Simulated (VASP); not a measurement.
# MgI2 (R3m) in VASP: notebook

One crystal, MgI2, is run at these levels: PBEsol; tasks: single point.

Program: VASP 6.6.1. These are calculated values, not measurements. Logs are shortened: lines on timing, memory, paths and dates and some standing lists are left out, and cuts for length are marked.

## 1. The crystal as given

The structure is trigonal, space group R3m (No. 160). Conventional cell: a = 4.055 Å, b = 4.055 Å, c = 21.766 Å, α = 90.00°, β = 90.00°, γ = 120.00°. Around Mg (site symmetry 3m) lie 6 I at 2.98 Å. Around I (site symmetry 3m) lie 3 Mg at 2.98 Å. I (site symmetry 3m) is surrounded by 3 Mg at 2.98 Å.

The cell was built by a generator and needn't be a form met in nature.

## 2. Single point, PBEsol

The input, INCAR:

```
SYSTEM = MgI2
PREC = Accurate
ENCUT = 520
EDIFF = 1E-6
ISMEAR = 0
SIGMA = 0.01
LREAL = .False.
LASPH = .True.
NELM = 100
ALGO = Normal
ISIF = 2
LWAVE = .False.
LCHARG = .False.
GGA = PS
NBANDS = 15
```

The input, KPOINTS:

```
regular mesh
0
Gamma
  6 6 6
  0 0 0
```

The input, POSCAR:

```
MgI2
1.0
    2.0274773882      1.1705646158      7.2554234560
   -2.0274773882      1.1705646158      7.2554234560
    0.0000000000     -2.3411292317      7.2554234560
Mg I
1 2
Direct
   -0.0000100368     -0.0000100368     -0.0000100368
    0.4179194843      0.4179194843      0.4179194843
    0.2487572191      0.2487572191      0.2487572191
```

Potentials or basis: VASP PAW PBE potentials, release 64 (Mg, I).

Run with:

```console
$ cat potpaw_PBE.64/Mg/POTCAR potpaw_PBE.64/I/POTCAR > POTCAR
$ mpirun -np 1 vasp_std > vasp.out
```

OUTCAR:

```text
SYSTEM = MgI2
   PREC = Accurate
   ENCUT = 520
   EDIFF = 1E-6
   ISMEAR = 0
   LREAL = .False.
   LASPH = .True.
   NELM = 100
   ISIF = 2
   GGA = PS

 ion  position               nearest neighbor table
   1  1.000  1.000  1.000-   3 2.98   3 2.98   3 2.98   2 2.98   2 2.98   2 2.98
   2  0.418  0.418  0.418-   1 2.98   1 2.98   1 2.98
   3  0.249  0.249  0.249-   1 2.98   1 2.98   1 2.98

  LATTYP: Found a trigonal (rhomboedric) cell.
 ALAT       =     7.6237822375
 COS(alpha) =     0.8585506133

  Lattice vectors:

 A1 = (   2.0274773882,   1.1705646158,   7.2554234560)
 A2 = (  -2.0274773882,   1.1705646158,   7.2554234560)
 A3 = (   0.0000000000,  -2.3411292317,   7.2554234560)

Analysis of symmetry for initial positions (statically):
=====================================================================
 Subroutine PRICEL returns:
 Original cell was already a primitive cell.

 Routine SETGRP: Setting up the symmetry group for a
 trigonal (rhombohedral) supercell.

 Subroutine GETGRP returns: Found  6 space group operations
 (whereof  6 operations were pure point group operations)
 out of a pool of 12 trial point group operations.

The static configuration has the point symmetry C_3v.

Analysis of symmetry for dynamics (positions and initial velocities):
=====================================================================
 Subroutine PRICEL returns:
 Original cell was already a primitive cell.

 Routine SETGRP: Setting up the symmetry group for a
 trigonal (rhombohedral) supercell.

 Subroutine GETGRP returns: Found  6 space group operations
 (whereof  6 operations were pure point group operations)
 out of a pool of 12 trial point group operations.

The dynamic configuration has the point symmetry C_3v.

 Subroutine INISYM returns: Found  6 space group operations
 (whereof  6 operations are pure point group operations),
 and found     1 'primitive' translations

----------------------------------------------------------------------------------------

                                     Primitive cell

  volume of cell :     103.3155

  direct lattice vectors                    reciprocal lattice vectors
     2.027477388  1.170564616  7.255423456     0.246611875  0.142381432  0.045942644
    -2.027477388  1.170564616  7.255423456    -0.246611875  0.142381432  0.045942644
     0.000000000 -2.341129232  7.255423456     0.000000000 -0.284762865  0.045942644

  length of vectors
     7.623782238  7.623782238  7.623782238     0.288445169  0.288445169  0.288445169

  position of ions in fractional coordinates (direct lattice)
     0.999989963  0.999989963  0.999989963
     0.417919484  0.417919484  0.417919484
     0.248757219  0.248757219  0.248757219

  ion indices of the primitive-cell ions
   primitive index   ion index
                 1           1
                 2           2
                 3           3

----------------------------------------------------------------------------------------

 KPOINTS: regular mesh

Automatic generation of k-mesh.
 Grid dimensions read from file:
 generate k-points for:    6    6    6

 Generating k-lattice:

  Cartesian coordinates                     Fractional coordinates (reciprocal lattice)
     0.041101979  0.023730239  0.007657107     0.166666667  0.000000000  0.000000000
    -0.041101979  0.023730239  0.007657107     0.000000000  0.166666667  0.000000000
     0.000000000 -0.047460477  0.007657107     0.000000000  0.000000000  0.166666667

  Length of vectors
     0.048074195  0.048074195  0.048074195

  Shift w.r.t. Gamma in fractional coordinates (k-lattice)
     0.000000000  0.000000000  0.000000000

 Subroutine IBZKPT returns following result:
 ===========================================

 Found     32 irreducible k-points:

 Following reciprocal coordinates:
            Coordinates               Weight
  0.000000  0.000000  0.000000      1.000000
  0.166667  0.000000  0.000000      6.000000
  0.333333 -0.000000 -0.000000      6.000000
  0.500000  0.000000 -0.000000      3.000000
  0.166667  0.166667  0.000000      6.000000
  0.333333  0.166667 -0.000000     12.000000
[... 16 lines left out ...]
  0.500000  0.500000  0.166667      6.000000
 -0.333333  0.500000  0.166667     12.000000
 [... further k-points ...]
   k-points           NKPTS =     32   k-points in BZ     NKDIM =     32   number of bands    NBANDS=     15
   number of dos      NEDOS =    301   number of ions     NIONS =      3
   total plane-waves  NPLWV = 216000
   dimension x,y,z NGX =    60 NGY =   60 NGZ =   60
   dimension x,y,z NGXF=   120 NGYF=  120 NGZF=  120
   ions per type =               1   2
   NGX,Y,Z   is equivalent  to a cutoff of  13.08, 13.08, 13.08 a.u.
   NGXF,Y,Z  is equivalent  to a cutoff of  26.17, 26.17, 26.17 a.u.
 SYSTEM =  MgI2
   PREC   = accura    normal or accurate (medium, high low for compatibility)
   ISTART =      0    job   : 0-new  1-cont  2-samecut
   ICHARG =      2    charge: 1-file 2-atom 10-const
   ISPIN  =      1    spin polarized calculation?
   LNONCOLLINEAR =      F non collinear calculations
   LSORBIT =      F    spin-orbit coupling
   LASPH  =      T    aspherical Exc in radial PAW
   ENCUT  =  520.0 eV  38.22 Ry    6.18 a.u.  14.18 14.18 14.18*2*pi/ulx,y,z
   NELM   =    100;   NELMIN=  2; NELMDL= -5     # of ELM steps
   EDIFF  = 0.1E-05   stopping-criterion for ELM
   LREAL  =      F    real-space projection
   EDIFFG = 0.1E-04   stopping-criterion for IOM
   NSW    =      0    number of steps for IOM
   IBRION =     -1    ionic relax: 0-MD 1-quasi-New 2-CG
   NFREE  =      0    steps in history (QN), initial steepest desc. (CG)
   ISIF   =      2    stress and relaxation
   ISYM   =      2    0-nonsym 1-usesym 2-fastsym
   POTIM  = 0.5000    time-step for ionic-motion
   TEBEG  =    0.0;   TEEND  =   0.0 temperature during run
   PSTRESS=    0.0 pullay stress
   NELECT =      16.0000    total number of electrons
   NUPDOWN=      -1.0000    fix difference up-down
   EMIN   =  10.00;   EMAX   =-10.00  energy-range for DOS
   EFERMI =   0.00;   METHOD = LEGACY
   ISMEAR =     0;   SIGMA  =   0.01  broadening in eV -4-tet -1-fermi 0-gaus
   EFERMI_NEDOS =   21; number of points for ismear=-14 and -15
   IALGO  =     38    algorithm
   IMIX   =      4    mixing-type and parameters
     AMIX     =   0.40;   BMIX     =  1.00
     AMIX_MAG =   1.60;   BMIX_MAG =  1.00
  volume/ion in A,a.u.               =      34.44       232.40
  Fermi-wavevector in a.u.,A,eV,Ry     =   0.879143  1.661340 10.515847  0.772893
  Thomas-Fermi vector in A             =   1.999327
   LORBIT       =      0    0 simple, 1 ext, 2 COOP (PROOUT), +10 PAW based schemes
   GGA     = PS    functional components
   LHFCALC =     F    Hartree Fock is set to
   AEXX    =    0.0000 exact exchange contribution
   IVDW    =     0    specifies the selected vdW correction
   LEPSILON=     F    determine dielectric tensor
   LRPA    =     F    only Hartree local field effects (RPA)
 non-spin polarized calculation
 Gauss-broadening in eV      SIGMA  =   0.01
  energy-cutoff  :      520.00
  volume of cell :      103.32
 maximum number of plane-waves:      2810
 NGX is ok and might be reduce to    60
   NGX = 29   NGY = 29   NGZ = 29

 number of electron      15.9999999 magnetization

 Free energy of the ion-electron system (eV)
  ---------------------------------------------------
  ext. energy  EPLUGINS =         0.00000000
  ---------------------------------------------------
  free energy    TOTEN  =        -7.95131816 eV

  energy without entropy =       -7.95131816  energy(sigma->0) =       -7.95131816

 E-fermi :   2.6663     XC(G=0):  -8.3652

 val. band max:        2.5649333751   @ k =   0.5000   0.5000   0.5000
 cond. band min:       5.2126123498   @ k =   0.0000   0.0000   0.0000
 fundamental gap:      2.6476789748
 Fermi energy:         2.6662925643

 k-point     1 :       0.0000    0.0000    0.0000
  band No.  band energies     occupation
      1      -9.8608      2.00000
      2      -9.2096      2.00000
      3      -1.6139      2.00000
      4       2.0953      2.00000
      5       2.0953      2.00000
      6       2.0956      2.00000
      7       2.4512      2.00000
      8       2.4512      2.00000
      9       5.2126      0.00000
     10       7.9517      0.00000
     11       8.8405      0.00000
     12       9.0325      0.00000
     13       9.0325      0.00000
     14      10.8995      0.00000
     15      10.8995      0.00000

 k-point     2 :       0.1667    0.0000    0.0000
  band No.  band energies     occupation
      1      -9.7160      2.00000
      2      -9.1018      2.00000
      3      -1.3816      2.00000
      4       0.8429      2.00000
      5       1.4226      2.00000
      6       1.8675      2.00000
      7       2.2291      2.00000
      8       2.2544      2.00000
      9       6.0886      0.00000
     10       7.8962      0.00000
     11       8.6495      0.00000
     12       9.0754      0.00000
     13       9.4385      0.00000
     14       9.8704      0.00000
     15      10.4335      0.00000

 k-point     3 :       0.3333   -0.0000   -0.0000
  band No.  band energies     occupation
      1      -9.3901      2.00000
      2      -8.8688      2.00000
      3      -1.0205      2.00000
      4      -0.5565      2.00000
      5       0.1461      2.00000
      6       1.4831      2.00000
      7       1.8375      2.00000
      8       2.2400      2.00000
      9       5.8938      0.00000
     10       6.4543      0.00000
     11       8.1688      0.00000
     12       9.1508      0.00000
     13       9.6507      0.00000
     14      10.7666      0.00000
     15      11.8015      0.00000

 k-point     4 :       0.5000    0.0000   -0.0000
  band No.  band energies     occupation
      1      -9.2027      2.00000
      2      -8.7430      2.00000
      3      -1.5033      2.00000
      4      -0.6000      2.00000
      5      -0.1271      2.00000
      6       1.3162      2.00000
      7       1.6623      2.00000
      8       2.1770      2.00000
      9       5.2648      0.00000
     10       6.0371      0.00000
     11       7.8242      0.00000
     12       9.4269      0.00000
     13       9.5932      0.00000
     14      11.4097      0.00000
     15      11.8360      0.00000
[... 307 lines left out ...]
 k-point    22 :      -0.1667    0.3333    0.1667
  band No.  band energies     occupation
      1      -9.1966      2.00000
      2      -8.7573      2.00000
      3      -1.1279      2.00000
      4      -0.3531      2.00000
      5      -0.2148      2.00000
      6       0.5350      2.00000
      7       1.2326      2.00000
      8       2.1799      2.00000
      9       5.9000      0.00000
     10       6.8430      0.00000
     11       8.7739      0.00000
     12       8.9045      0.00000
     13       9.4486      0.00000
     14      10.3049      0.00000
     15      11.9737      0.00000

 k-point    23 :       0.5000    0.5000    0.1667
  band No.  band energies     occupation
      1      -9.3062      2.00000
      2      -8.9734      2.00000
      3      -0.9954      2.00000
      4      -0.1268      2.00000
      5       0.1634      2.00000
      6       1.3278      2.00000
      7       1.4543      2.00000
      8       2.0407      2.00000
      9       5.9887      0.00000
     10       6.5790      0.00000
     11       8.3081      0.00000
     12       9.1848      0.00000
     13       9.6049      0.00000
     14      10.4318      0.00000
     15      11.8293      0.00000

 k-point    24 :      -0.3333    0.5000    0.1667
  band No.  band energies     occupation
      1      -9.1490      2.00000
      2      -8.8151      2.00000
      3      -1.1887      2.00000
      4      -0.3073      2.00000
      5       0.0763      2.00000
      6       0.5412      2.00000
      7       1.2911      2.00000
      8       1.7299      2.00000
      9       5.8079      0.00000
     10       6.8052      0.00000
     11       8.5325      0.00000
     12       9.0562      0.00000
     13       9.7561      0.00000
     14      10.7343      0.00000
     15      11.4367      0.00000

 [... further k-points ...]

------------------------ aborting loop because EDIFF is reached ----------------------------------------

  FORCE on cell =-STRESS in cart. coord.  units (eV):
  Direction    XX          YY          ZZ          XY          YZ          ZX
  --------------------------------------------------------------------------------------
  -------------------------------------------------------------------------------------
  Total       -0.2921748     -0.2921748     -0.1370897      0.0000000      0.0000000     -0.0000000
  in kB       -4.5309351     -4.5309351     -2.1259355      0.0000000      0.0000000     -0.0000000
  external PRESSURE =      -3.7292685 kB  Pullay stress =       0.0000000 kB

 VOLUME and BASIS-vectors are now :
 -----------------------------------------------------------------------------
  energy-cutoff  :      520.00
  volume of cell :      103.32
      direct lattice vectors                 reciprocal lattice vectors
     2.027477388  1.170564616  7.255423456     0.246611875  0.142381432  0.045942644
    -2.027477388  1.170564616  7.255423456    -0.246611875  0.142381432  0.045942644
     0.000000000 -2.341129232  7.255423456     0.000000000 -0.284762865  0.045942644

 POSITION                                       TOTAL-FORCE (eV/Angst)
 -----------------------------------------------------------------------------------
      0.00000     -0.00000     21.76605         0.000000     -0.000000      0.000110
      0.00000     -0.00000      9.09655         0.000000      0.000000     -0.064800
      0.00000     -0.00000      5.41452         0.000000     -0.000000      0.064690
 -----------------------------------------------------------------------------------
    total drift:                                0.000000      0.000000     -0.000349

  FREE ENERGIE OF THE ION-ELECTRON SYSTEM (eV)
  ---------------------------------------------------
  free  energy   TOTEN  =        -7.9513181609 eV

  energy  without entropy=       -7.9513181609  energy(sigma->0) =       -7.95131816
```

It took 3.1 min on 1 thread of Intel Xeon Platinum 8259CL at 2.50GHz (Skylake/Cascade Lake), shared host; peak memory 0.48 GiB.

What came out:

```yaml
Free_energy: -7.9513 eV
Pressure: -0.4 GPa
Largest_force: 0.065 eV/Å
Band_gap_on_the_k_mesh: 2.65 eV, indirect (least direct gap 2.76 eV)
```

Forces on the atoms (eV/Å):
```
Mg   0.000  0.000  0.000
I    0.000  0.000 -0.065
I    0.000  0.000  0.065
```

Stress tensor (GPa, compression positive):
```
-0.45  0.00  0.00
 0.00 -0.45  0.00
 0.00  0.00 -0.21
```

Levels at points of the mesh, in eV from the valence-band top:
| k point | band 6 | band 7 | band 8 | band 9 | band 10 | band 11 |
| --- | --- | --- | --- | --- | --- | --- |
| (0.00, 0.00, 0.00) | -0.47 | -0.11 | -0.11 | 2.65 | 5.39 | 6.28 |
| (0.50, 0.00, 0.00) | -1.25 | -0.90 | -0.39 | 2.70 | 3.47 | 5.26 |
| (0.50, 0.50, 0.00) | -1.42 | -0.85 | -0.68 | 3.12 | 3.60 | 5.33 |
| (0.50, 0.50, 0.50) | -0.56 | 0.00 | 0.00 | 3.47 | 5.08 | 6.42 |

Caveat: the PAW data sets were made with another functional, which shifts forces and pressure a little; spin-orbit coupling is left out, which moves the levels of the heavy elements. A k mesh can miss the band edges.

## 3. Single point, PBEsol

INCAR, as its differences from that of step 2:

```diff
@@ -4,4 +4,4 @@
 EDIFF = 1E-6
-ISMEAR = 0
-SIGMA = 0.01
+ISMEAR = -1
+SIGMA = 0.5
 LREAL = .False.
```

KPOINTS is that of step 2.

POSCAR is that of step 2.

Potentials or basis: VASP PAW PBE potentials, release 64 (Mg, I).

Run with:

```console
$ cat potpaw_PBE.64/Mg/POTCAR potpaw_PBE.64/I/POTCAR > POTCAR
$ mpirun -np 1 vasp_std > vasp.out
```

Run time: 3.1 min. Hardware: 1 thread of Intel Xeon Platinum 8259CL at 2.50GHz (Skylake/Cascade Lake), shared host; peak memory 0.48 GiB.

Results (log left out):

- Free energy: -8.0178 eV
- Pressure: -0.2 GPa
- Band gap on the k mesh: 2.67 eV, indirect (least direct gap 2.78 eV)

Stress tensor (GPa, compression positive):
```
-0.34  0.00  0.00
 0.00 -0.34  0.00
 0.00  0.00  0.08
```

Levels at points of the mesh, in eV from the valence-band top:
```tsv
k point	band 4	band 5	band 6	band 7	band 8	band 9	band 10	band 11	band 12	band 13
(0.00, 0.00, 0.00)	-0.47	-0.47	-0.47	-0.11	-0.11	2.67	5.40	6.29	6.50	6.50
(0.50, 0.00, 0.00)	-3.16	-2.68	-1.24	-0.90	-0.39	2.72	3.50	5.28	6.88	7.06
(0.50, 0.50, 0.00)	-3.22	-2.49	-1.41	-0.85	-0.67	3.14	3.63	5.35	6.32	6.45
(0.50, 0.50, 0.50)	-1.92	-0.56	-0.56	0.00	0.00	3.49	5.10	6.45	6.45	6.72
```

Caveat: the PAW data sets were made with another functional, which shifts forces and pressure a little; spin-orbit coupling is left out, which moves the levels of the heavy elements. A hybrid or GW would open this gap; PBEsol tends to underestimate it.
